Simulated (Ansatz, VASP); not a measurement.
**Zn in VASP and in Ansatz**

```
Zn
1.0
    -1.55585    1.55585    1.55585
     1.55585   -1.55585    1.55585
     1.55585    1.55585   -1.55585
Zn
1
Direct
  0.00000 0.00000 0.00000
```

This isn't the form of Zn at room conditions, which is hcp.

Alike in both runs: task single point; functional PBEsol; k mesh 10 × 10 × 10; no spin polarisation.

```csv
,VASP,Ansatz
version,VASP 6.6.1,Ansatz 0.2.0
potentials or method,"VASP PAW PBE potentials, release 64 (Zn)","plane waves, PAW"
plane-wave cutoff (eV),520,476
occupations,"methfessel-paxton of order 1, width 0.05 eV","cold, width 0.05 eV"
valence electrons in the cell,12,12
```

VASP gave:

```
pressure (GPa) : -3.3
```

**Question.** Which values does Ansatz return?

**Answer.** Pressure (GPa): -3.7.

Ansatz warned: «stress_scf_threshold_loose».

Caveats: the PAW data sets were made with another functional, which shifts forces and pressure a little (VASP).
